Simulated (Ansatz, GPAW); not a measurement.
Ti: programs and potentials compared

```xyz
2
Lattice="2.9500 0.0000 0.0000 -1.4750 2.5548 0.0000 0.0000 0.0000 4.6800" Properties=species:S:1:pos:R:3 pbc="T T T"
Ti    1.4750    0.8516    3.5100
Ti    0.0000    1.7032    1.1700
```

Alike in all runs: task single point; functional PBE; k mesh 10 × 10 × 6; occupations gaussian, width 0.014 eV; no spin polarisation; no spin-orbit coupling. Pressure is positive in compression and, in plane waves, holds the error of the finite cutoff, which Ansatz's Pulay term estimates and takes out.

```csv
program and potentials,plane-wave cutoff (eV),notes,pressure (GPa)
"Ansatz, Ansatz PAW",420,-,-1.42
"Ansatz, all-electron LAPW, scalar-relativistic",-,-,-1.43
"GPAW, GPAW PAW data sets (gpaw-data 1.2.1)",600,-,-1.98
```

The pressure spans -1.98 (GPAW, GPAW PAW data sets (gpaw-data 1.2.1)) to -1.42 GPa (Ansatz, Ansatz PAW), with all-electron results at -1.43.

Differences between rows come from potentials, basis sets and numerical settings, since the functional is the same but for its coding. Runs on potential files found faulty are left out.
